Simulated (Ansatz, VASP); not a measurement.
# Two plane-wave programs on SnSe

```
Sn Se
1.0
     0.00000    3.01000    3.01000
     3.01000    0.00000    3.01000
     3.01000    3.01000    0.00000
Sn Se
1 1
Direct
  0.00000 0.00000 0.00000
  0.50000 0.50000 0.50000
```

Measurements of this composition are mostly on another form, of space group No. 62.

Alike in both runs: task single point; functional LDA; k mesh 10 × 10 × 10; occupations gaussian, width 0.05 eV; no spin polarisation.

```csv
,VASP,Ansatz
version,VASP 6.6.1,Ansatz 0.2.0
potentials or method,"VASP PAW LDA potentials, release 64 (Sn_d, Se)","scalar-relativistic, plane waves, PAW"
plane-wave cutoff (eV),520,420
valence electrons in the cell,20,30
```

```csv
,VASP,Ansatz,Ansatz less VASP
gap on the k mesh at the Fermi level (eV),0.52,0.52,0.000
least direct gap on the mesh (eV),0.63,0.61,-0.015
pressure (GPa),-3.2,-3.3,-0.08
```

The two sets of potentials don't hold the same shells in valence.

Caveats: spin-orbit coupling is left out, which moves the levels of the heavy elements. A k mesh can miss the band edges.
